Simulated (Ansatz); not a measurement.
**How far is PAW off for HgTe?**

```xyz
2
Lattice="0.0000 3.2235 3.1590 3.2235 0.0000 3.1590 3.2235 3.2235 0.0000" Properties=species:S:1:pos:R:3 pbc="T T T"
Hg    0.0000    0.0000    0.0000
Te    4.8353    4.8353    4.7385
```

Atoms are numbered in the order listed.

The conventional cell has a = 4.559 Å, b = 4.559 Å, c = 6.318 Å, α = 90.00°, β = 90.00°, γ = 90.00°. Hg (atom 1) has 4 Te at 2.77 Å as nearest neighbours. Around Te (atom 2) lie 4 Hg at 2.77 Å.

The cell is COD entry 1539232, as deposited and not checked against the literature; nothing was relaxed. The listed cell was then made from it by scaling, straining or moving an atom.

Spin–orbit coupling is left out, though it moves levels of the heavy atoms by tenths of an eV or more.

All numbers are computed: DFT, LDA, PAW with Ansatz's default frozen-core files, scalar-relativistic (Ansatz 0.2.0); DFT, LDA, all-electron PAW with datasets made for the crystal, scalar-relativistic (Ansatz 0.2.0); DFT, LDA, all-electron LAPW, scalar-relativistic (Ansatz 0.2.0).

For PAW: a Γ-centred 11×11×11 k mesh, Fermi–Dirac smearing of 0.03 eV, cutoff 420 eV, no spin polarisation; the PAW files were made with PBE, and the program remakes their frozen cores for this functional. The crystal-made all-electron datasets (AE datasets) take a cutoff of 240 eV at this cell. LAPW targets a basis error of 0.5 meV/atom. The Ansatz runs share mesh, smearing and spin set-up. Plane-wave (PAW) pressures include the program's estimate of the Pulay term.

Stress and pressure are positive in compression.

No spin–orbit coupling: at heavy atoms the gradients can be off by tens of per cent for that reason.

In a metal, gradients converge slowly with the k mesh: the values move by tens of per cent from one mesh to another, at times in sign, so only the comparison on one mesh counts.

| quantity | PAW | AE datasets | LAPW |
| --- | --- | --- | --- |
| pressure (GPa) | 0.70 | 0.72 | 0.72 |
| stress xx (GPa) | 0.60 | 0.61 | 0.61 |
| stress zz (GPa) | 0.91 | 0.93 | 0.93 |
| field gradient Vzz at Hg1 (10²¹ V/m²) | 1.09 | 1.08 | – |
| field gradient Vzz at Te2 (10²¹ V/m²) | -1.02 | -1.00 | – |

PAW's pressure differs from the LAPW value by about 0.01 GPa or less.
